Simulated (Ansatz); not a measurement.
# WS2: the cost of one run

Method: DFT PBE, scalar-relativistic, in Ansatz 0.2.0.

## Step 1: The starting structure

Symmetry: R3m, No. 160, trigonal system. The conventional cell has a = 3.158 Å, b = 3.158 Å, c = 18.490 Å, α = 90.00°, β = 90.00°, γ = 120.00°. W (site symmetry 3m) is surrounded by 6 S at 2.39 to 2.42 Å. S (site symmetry 3m) is surrounded by 3 W at 2.39 Å. S (site symmetry 3m) is surrounded by 3 W at 2.42 Å.

Coordinates:

```cif
data_structure
_symmetry_space_group_name_H-M 'R3m:H'
_symmetry_Int_Tables_number 160
_cell_length_a 3.1580
_cell_length_b 3.1580
_cell_length_c 18.4900
_cell_angle_alpha 90.000
_cell_angle_beta 90.000
_cell_angle_gamma 120.000
_cell_volume 159.70
loop_
_atom_site_label
_atom_site_type_symbol
_atom_site_symmetry_multiplicity
_atom_site_Wyckoff_symbol
_atom_site_fract_x
_atom_site_fract_y
_atom_site_fract_z
_atom_site_occupancy
W1 W 3 a 0.00000 0.00000 0.00000 1
S1 S 3 a 0.66667 0.33333 0.08363 1
S2 S 3 a 0.33333 0.66667 0.24767 1
```

The file gives the conventional cell by its symmetry; the runs use the cell typed in the input.

Atoms are numbered in the order of the input: W1, S2, S3.

## Step 2: Volume × 0.94, LAPW

Contents of input.yaml:

```yaml
crystal:
  lattice:
    - [1.5467668421, 0.8930262526, 6.0375124514]
    - [-1.5467668421, 0.8930262526, 6.0375124514]
    - [0.0, -1.7860525053, 6.0375124514]
  atoms:
    - { symbol: W, position: [0.0, 0.0, 0.0] }
    - { symbol: S, position: [0.7503, 0.7503, 0.7503] }
    - { symbol: S, position: [0.581, 0.581, 0.581] }
kpoints:
  mp_grid: { grid: [13, 13, 13] }
  band_path:
    path:
      - [0.0, 0.0, 0.0]
      - [0.5, 0.5, 0.5]
      - [0.8187478403, 0.1812521597, 0.5]
      - [0.5, -0.1812521597, 0.1812521597]
      - [0.5, 0.0, 0.0]
      - [0.0, 0.0, 0.0]
      - [0.3406260799, -0.3406260799, 0.0]
      - [0.6593739201, 0.0, 0.3406260799]
      - [0.5, 0.0, 0.5]
    npoints: 5
scf:
  occupations: { method: fermi_dirac, width: 0.08 }
hamiltonian:
  xc: pbe
  pseudopotentials: { kind: all_electron, lapw: { basis_error: 0.0005 } }
output:
  forces: true
  stress: true
  eigenvalues: true
```

On the command line:

```
$ ansatz run input.yaml --threads 1 --pin off --max-ram 4096MiB --backend cpu --events-out ev --progress --plain --runs-dir out
```

What time and memory should one allow on 1 thread of Arm Neoverse V1, shared host?

About 5.8 min, with a peak of 1.2 GiB.
